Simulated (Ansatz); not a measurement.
**Calculated quadrupolar parameters for Ti3O5**

The cell is a computed structure from the Materials Project (it need not be an observed phase).

```yaml
crystal:
  lattice:
    - [4.89035, -1.89359, 0.00000]
    - [4.89035, 1.89359, 0.00000]
    - [-0.32473, 0.00000, 9.95578]
  atoms:
    - { symbol: Ti, position: [0.19707, 0.19707, 0.75631] }
    - { symbol: Ti, position: [0.87168, 0.87168, 0.94867] }
    - { symbol: Ti, position: [0.80293, 0.80293, 0.24369] }
    - { symbol: Ti, position: [0.12832, 0.12832, 0.05133] }
    - { symbol: Ti, position: [0.13527, 0.13527, 0.43547] }
    - { symbol: Ti, position: [0.86473, 0.86473, 0.56453] }
    - { symbol: O, position: [0.94812, 0.94812, 0.38669] }
    - { symbol: O, position: [0.67737, 0.67737, 0.06068] }
    - { symbol: O, position: [0.04598, 0.04598, 0.86784] }
    - { symbol: O, position: [0.95402, 0.95402, 0.13216] }
    - { symbol: O, position: [0.32263, 0.32263, 0.93932] }
    - { symbol: O, position: [0.76576, 0.76576, 0.74884] }
    - { symbol: O, position: [0.31193, 0.31193, 0.57364] }
    - { symbol: O, position: [0.23424, 0.23424, 0.25116] }
    - { symbol: O, position: [0.05188, 0.05188, 0.61331] }
    - { symbol: O, position: [0.68807, 0.68807, 0.42636] }
```

Atoms are numbered from 1 in the order listed; like atoms form one site, named after its first atom.

Method: Kohn–Sham DFT in Ansatz, r2SCAN, plane waves and PAW (field gradients read without the response of the frozen cores, which leaves them typically 4 to 6 % off), scalar-relativistic, 500 eV cutoff, Γ-centred 9×9×4 k-points, Fermi–Dirac smearing 0.05 eV.

Conventions: |V_zz| ≥ |V_yy| ≥ |V_xx|, η = (V_xx − V_yy)/V_zz, C_Q = eQV_zz/h. Directions are in the Cartesian axes of the cell vectors above, for the atom listed; none is given where the gradient is under 0.02 or η is above 0.95.

(1) Which values are expected at the nuclei?

Answers

(1) 

```tsv
site	first atom	first shell	V_zz (10²¹ V/m²)	η	direction of V_zz (x, y, z)
Ti1	1	6 O at 1.88–2.17 Å	-1.44	0.14	-0.61 0.00 0.79
Ti2	2	6 O at 1.91–2.23 Å	-0.72	0.85	0.83 0.00 -0.55
Ti5	5	6 O at 1.88–2.17 Å	-2.83	0.07	0.00 1.00 0.00
O7	7	3 Ti at 1.88–1.98 Å	-1.48	0.67	-0.71 0.00 0.71
O8	8	4 Ti at 1.95–2.23 Å	-0.75	0.16	1.00 0.00 0.06
O9	9	3 Ti at 1.88–1.97 Å	-0.72	0.97	–
O12	12	4 Ti at 2.01–2.21 Å	-2.01	0.23	0.98 0.00 -0.19
O13	13	4 Ti at 1.97–2.17 Å	0.86	0.86	0.00 1.00 0.00
```

With no gap above 0.1 eV, as in a metal, the gradients converge slowly in k; expect changes of a tenth or more on a denser mesh. Semilocal functionals can leave a metal where correlation in the d or f shell opens a gap in the real compound, and that would change the values at and beside Ti. Where η is near 1 the sign of V_zz means little.
